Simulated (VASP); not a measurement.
# BP (F-43m) in VASP: a series of runs, part 2 of 2

VASP 6.6.1.

## Step 3: Relaxation of cell and atoms, PBE

This run uses another cell than the first one, of 11.75 Å³/atom, 1.005 times its volume.

Contents of INCAR:

```
PREC = Accurate
ENCUT = 520
EDIFF = 1E-7
ISMEAR = 0
SIGMA = 0.1
LREAL = False
LASPH = True
NELM = 120
ALGO = Normal
ISIF = 3
LWAVE = False
LCHARG = False
GGA = PE
IBRION = 2
NSW = 60
EDIFFG = -0.005
POTIM = 0.3
```

Contents of KPOINTS:

```
regular mesh
0
Gamma
  10 10 10
```

Contents of POSCAR:

```
BP                                      
1.0
   -0.0000000000      2.2731300422      2.2731300422
    2.2731300422     -0.0000000000      2.2731300422
    2.2731300422      2.2731300422      0.0000000000
  B               P             
     1     1
Direct
     0.0000000000000000    0.0000000000000000    0.0000000000000000
     0.7500000000000000    0.7500000000000000    0.7500000000000000
```

Potentials or basis: VASP PAW PBE potentials, release 64 (B, P).

Run with:

```
cat potpaw_PBE.64/B/POTCAR potpaw_PBE.64/P/POTCAR > POTCAR
mpirun -np 1 vasp_std > vasp.out
```

OUTCAR:

```text
PREC = Accurate
   ENCUT = 520
   EDIFF = 1E-7
   ISMEAR = 0
   LREAL = False
   LASPH = True
   NELM = 120
   ISIF = 3
   GGA = PE
   IBRION = 2
   NSW = 60
   EDIFFG = -0.005
   POTIM = 0.3

 ion  position               nearest neighbor table
   1  0.000  0.000  0.000-   2 1.97   2 1.97   2 1.97   2 1.97
   2  0.750  0.750  0.750-   1 1.97   1 1.97   1 1.97   1 1.97

  LATTYP: Found a face centered cubic cell.
 ALAT       =     4.5462600844

  Lattice vectors:

 A1 = (   0.0000000000,   2.2731300422,   2.2731300422)
 A2 = (   2.2731300422,   0.0000000000,   2.2731300422)
 A3 = (   2.2731300422,   2.2731300422,   0.0000000000)

Analysis of symmetry for initial positions (statically):
=====================================================================
 Subroutine PRICEL returns:
 Original cell was already a primitive cell.

 Routine SETGRP: Setting up the symmetry group for a
 face centered cubic supercell.

 Subroutine GETGRP returns: Found 24 space group operations
 (whereof 24 operations were pure point group operations)
 out of a pool of 48 trial point group operations.

The static configuration has the point symmetry T_d .

Analysis of symmetry for dynamics (positions and initial velocities):
=====================================================================
 Subroutine PRICEL returns:
 Original cell was already a primitive cell.

 Routine SETGRP: Setting up the symmetry group for a
 face centered cubic supercell.

 Subroutine GETGRP returns: Found 24 space group operations
 (whereof 24 operations were pure point group operations)
 out of a pool of 48 trial point group operations.

The dynamic configuration has the point symmetry T_d .

 Subroutine INISYM returns: Found 24 space group operations
 (whereof 24 operations are pure point group operations),
 and found     1 'primitive' translations

----------------------------------------------------------------------------------------

                                     Primitive cell

  volume of cell :      23.4911

  direct lattice vectors                    reciprocal lattice vectors
     0.000000000  2.273130042  2.273130042    -0.219961019  0.219961019  0.219961019
     2.273130042  0.000000000  2.273130042     0.219961019 -0.219961019  0.219961019
     2.273130042  2.273130042  0.000000000     0.219961019  0.219961019 -0.219961019

  length of vectors
     3.214691335  3.214691335  3.214691335     0.380983660  0.380983660  0.380983660

  position of ions in fractional coordinates (direct lattice)
     0.000000000  0.000000000  0.000000000
     0.750000000  0.750000000  0.750000000

  ion indices of the primitive-cell ions
   primitive index   ion index
                 1           1
                 2           2

----------------------------------------------------------------------------------------

 KPOINTS: regular mesh

Automatic generation of k-mesh.
 Grid dimensions read from file:
 generate k-points for:   10   10   10

 Generating k-lattice:

  Cartesian coordinates                     Fractional coordinates (reciprocal lattice)
    -0.021996102  0.021996102  0.021996102     0.100000000  0.000000000  0.000000000
     0.021996102 -0.021996102  0.021996102     0.000000000  0.100000000  0.000000000
     0.021996102  0.021996102 -0.021996102     0.000000000  0.000000000  0.100000000

  Length of vectors
     0.038098366  0.038098366  0.038098366

  Shift w.r.t. Gamma in fractional coordinates (k-lattice)
     0.000000000  0.000000000  0.000000000

 Subroutine IBZKPT returns following result:
 ===========================================

 Found     47 irreducible k-points:

 Following reciprocal coordinates:
            Coordinates               Weight
  0.000000  0.000000  0.000000      1.000000
  0.100000  0.000000  0.000000      8.000000
  0.200000  0.000000  0.000000      8.000000
  0.300000  0.000000  0.000000      8.000000
  0.400000  0.000000  0.000000      8.000000
  0.500000  0.000000  0.000000      4.000000
[... 16 lines left out ...]
  0.300000  0.300000  0.000000      6.000000
  0.400000  0.300000  0.000000     24.000000
 [... further k-points ...]
   k-points           NKPTS =     47   k-points in BZ     NKDIM =     47   number of bands    NBANDS=      8
   number of dos      NEDOS =    301   number of ions     NIONS =      2
   total plane-waves  NPLWV =  13824
   dimension x,y,z NGX =    24 NGY =   24 NGZ =   24
   dimension x,y,z NGXF=    48 NGYF=   48 NGZF=   48
   ions per type =               1   1
   NGX,Y,Z   is equivalent  to a cutoff of  12.41, 12.41, 12.41 a.u.
   NGXF,Y,Z  is equivalent  to a cutoff of  24.82, 24.82, 24.82 a.u.
 SYSTEM =  unknown system
   PREC   = accura    normal or accurate (medium, high low for compatibility)
   ISTART =      0    job   : 0-new  1-cont  2-samecut
   ICHARG =      2    charge: 1-file 2-atom 10-const
   ISPIN  =      1    spin polarized calculation?
   LNONCOLLINEAR =      F non collinear calculations
   LSORBIT =      F    spin-orbit coupling
   LASPH  =      T    aspherical Exc in radial PAW
   ENCUT  =  520.0 eV  38.22 Ry    6.18 a.u.   5.98  5.98  5.98*2*pi/ulx,y,z
   NELM   =    120;   NELMIN=  2; NELMDL= -5     # of ELM steps
   EDIFF  = 0.1E-06   stopping-criterion for ELM
   LREAL  =      F    real-space projection
   EDIFFG = -.5E-02   stopping-criterion for IOM
   NSW    =     60    number of steps for IOM
   IBRION =      2    ionic relax: 0-MD 1-quasi-New 2-CG
   NFREE  =      1    steps in history (QN), initial steepest desc. (CG)
   ISIF   =      3    stress and relaxation
   ISYM   =      2    0-nonsym 1-usesym 2-fastsym
   POTIM  = 0.3000    time-step for ionic-motion
   TEBEG  =    0.0;   TEEND  =   0.0 temperature during run
   PSTRESS=    0.0 pullay stress
   NELECT =       8.0000    total number of electrons
   NUPDOWN=      -1.0000    fix difference up-down
   EMIN   =  10.00;   EMAX   =-10.00  energy-range for DOS
   EFERMI =   0.00;   METHOD = LEGACY
   ISMEAR =     0;   SIGMA  =   0.10  broadening in eV -4-tet -1-fermi 0-gaus
   EFERMI_NEDOS =   21; number of points for ismear=-14 and -15
   IALGO  =     38    algorithm
   IMIX   =      4    mixing-type and parameters
     AMIX     =   0.40;   BMIX     =  1.00
     AMIX_MAG =   1.60;   BMIX_MAG =  1.00
  volume/ion in A,a.u.               =      11.75        79.26
  Fermi-wavevector in a.u.,A,eV,Ry     =   1.143239  2.160409 17.782767  1.306997
  Thomas-Fermi vector in A             =   2.279935
   LORBIT       =      0    0 simple, 1 ext, 2 COOP (PROOUT), +10 PAW based schemes
   GGA     = PE    functional components
   LHFCALC =     F    Hartree Fock is set to
   AEXX    =    0.0000 exact exchange contribution
   IVDW    =     0    specifies the selected vdW correction
   LEPSILON=     F    determine dielectric tensor
   LRPA    =     F    only Hartree local field effects (RPA)
 conjugate gradient relaxation of ions
 non-spin polarized calculation
 Gauss-broadening in eV      SIGMA  =   0.10
  energy-cutoff  :      520.00
  volume of cell :       23.49
 maximum number of plane-waves:       644
   NGX = 11   NGY = 11   NGZ = 11

 number of electron       8.0000000 magnetization

 Free energy of the ion-electron system (eV)
  ---------------------------------------------------
  ext. energy  EPLUGINS =         0.00000000
  ---------------------------------------------------
  free energy    TOTEN  =       -12.93090909 eV

  energy without entropy =      -12.93090909  energy(sigma->0) =      -12.93090909

 E-fermi :   7.8155     XC(G=0): -10.8838

 val. band max:        7.3683741538   @ k =   0.0000   0.0000   0.0000
 cond. band min:       8.6150957886   @ k =   0.4000   0.4000   0.0000
 fundamental gap:      1.2467216349
 Fermi energy:         7.8155084130

 k-point     1 :       0.0000    0.0000    0.0000
  band No.  band energies     occupation
      1      -8.0434      2.00000
      2       7.3684      2.00000
      3       7.3684      2.00000
      4       7.3684      2.00000
      5      10.7611      0.00000
      6      10.7611      0.00000
      7      10.7611      0.00000
      8      14.6597      0.00000
[... 243 lines left out ...]
 k-point    24 :       0.4000    0.3000    0.0000
  band No.  band energies     occupation
      1      -5.1183      2.00000
      2       1.2201      2.00000
      3       3.3403      2.00000
      4       3.8702      2.00000
      5       9.1842      0.00000
      6      10.9931      0.00000
      7      16.8077      0.00000
      8      16.8216      0.00000

 [... further k-points ...]

------------------------ aborting loop because EDIFF is reached ----------------------------------------

  FORCE on cell =-STRESS in cart. coord.  units (eV):
  Direction    XX          YY          ZZ          XY          YZ          ZX
  --------------------------------------------------------------------------------------
  -------------------------------------------------------------------------------------
  Total        0.0006837      0.0006837      0.0006837      0.0000000     -0.0000000      0.0000000
  in kB        0.0466332      0.0466332      0.0466332      0.0000000     -0.0000000      0.0000000
  external PRESSURE =       0.0466332 kB  Pullay stress =       0.0000000 kB

 VOLUME and BASIS-vectors are now :
 -----------------------------------------------------------------------------
  energy-cutoff  :      520.00
  volume of cell :       23.49
      direct lattice vectors                 reciprocal lattice vectors
     0.000000000  2.273130042  2.273130042    -0.219961019  0.219961019  0.219961019
     2.273130042  0.000000000  2.273130042     0.219961019 -0.219961019  0.219961019
     2.273130042  2.273130042  0.000000000     0.219961019  0.219961019 -0.219961019

 POSITION                                       TOTAL-FORCE (eV/Angst)
 -----------------------------------------------------------------------------------
      0.00000      0.00000      0.00000        -0.000000     -0.000000     -0.000000
      3.40970      3.40970      3.40970         0.000000      0.000000      0.000000
 -----------------------------------------------------------------------------------
    total drift:                               -0.000000     -0.000000     -0.000000

  FREE ENERGIE OF THE ION-ELECTRON SYSTEM (eV)
  ---------------------------------------------------
  free  energy   TOTEN  =       -12.9309090931 eV

  energy  without entropy=      -12.9309090931  energy(sigma->0) =      -12.93090909

 reached required accuracy - stopping structural energy minimisation
```

It took 5.4 s on 1 thread of Intel Xeon 6975P-C (Granite Rapids), shared host; peak memory 0.13 GiB.

What came out:

```
Free energy             : -12.9309 eV
Pressure after relaxing : 0.0 GPa
Band gap on the k mesh  : 1.25 eV, indirect (least direct gap 3.39 eV)
```

Final structure:
```
CELL_PARAMETERS angstrom
0.00000 2.27313 2.27313
2.27313 0.00000 2.27313
2.27313 2.27313 0.00000
ATOMIC_POSITIONS crystal
B 0.00000 0.00000 0.00000
P 0.75000 0.75000 0.75000
```

Levels at points of the mesh, in eV from the valence-band top:
| k point | band 1 | band 2 | band 3 | band 4 | band 5 | band 6 | band 7 | band 8 |
| --- | --- | --- | --- | --- | --- | --- | --- | --- |
| (0.00, 0.00, 0.00) | -15.41 | 0.00 | 0.00 | 0.00 | 3.39 | 3.39 | 3.39 | 7.29 |
| (0.50, 0.00, 0.00) | -12.11 | -8.99 | -1.75 | -1.75 | 3.75 | 4.71 | 4.71 | 10.11 |
| (0.50, 0.50, 0.00) | -10.59 | -8.55 | -4.09 | -4.09 | 1.34 | 1.66 | 12.07 | 12.07 |

Caveat: the relaxation stopped at its first step, so nothing moved. PBE gaps usually lie below the measured ones, often by a third to a half.
